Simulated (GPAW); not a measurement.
## Tl in GPAW: tuning MPI ranks

Input of the first run (MPI ranks 1); the others differ in this setting and in those tied to it:

Contents of run.py:

```python
from ase.dft.bandgap import bandgap
from ase.io import read, write
from ase.units import GPa
from ase.parallel import parprint
from gpaw import GPAW, PW

atoms = read('Tl.xyz')

calc = GPAW(mode=PW(600),
            xc='LDA',
            kpts={'size': (9, 9, 5), 'gamma': True},
            occupations={'name': 'fermi-dirac', 'width': 0.05},
            nbands=23,
            convergence={'density': 1e-05, 'energy': 1e-05},
            maxiter=100,
            txt='gpaw.txt')
atoms.calc = calc
energy = atoms.get_potential_energy()
forces = atoms.get_forces()
stress = atoms.get_stress()
calc.write('gs.gpw')
write('result.traj', atoms)
parprint(f'Energy: {energy:.6f} eV')
parprint('Forces (eV/A):')
parprint(forces.round(4))
parprint('Stress (GPa):', (stress / GPa).round(3))
parprint('Fermi level:', round(calc.get_fermi_level(), 4), 'eV')
parprint(f'Gap: {bandgap(calc)[0]:.4f} eV, direct: {bandgap(calc, direct=True)[0]:.4f} eV')
```

File Tl.xyz:

```xyz
2
Lattice="3.4560000000 0.0000000000 0.0000000000 -1.7280000000 2.9929837955 0.0000000000 0.0000000000 0.0000000000 5.5250000000" Properties=species:S:1:pos:R:3 pbc="T T T"
Tl     1.7280000002      0.9976612651      4.1437500000
Tl    -0.0000000002      1.9953225304      1.3812500000
```

Potentials or basis: the program's PAW data sets (release 1.2.1) made for this functional, pw.

Launch:

```sh
$ OMP_NUM_THREADS=1 mpirun -n 1 gpaw python run.py
```

Hardware: Arm Neoverse N1.

| MPI ranks | energy less the last converged row (meV/atom) | SCF cycles | wall time (s) |
| --- | --- | --- | --- |
| 1 | 0.00 | 9 | 39 |
| 2 | 0.00 | 9 | 22 |
| 4 | 0.00 | 9 | 13 |
| 8 | 0.00 | 9 | 8.8 |
| 16 | 0.00 | 9 | 7.2 |
| 24 | 0.00 | 9 | 6.7 |
| 32 | 0.00 | 8 | 6.5 |
| 48 | 0.00 | 8 | 6.4 |

Fastest here: 48 (6.4 s), level within noise with 16, 24, 32; slowest of those that converged: 1 (39 s). These are single runs, one after another on one machine, so differences under about a fifth mean little.

The run has no spin-orbit coupling, so splittings on Tl are missing.
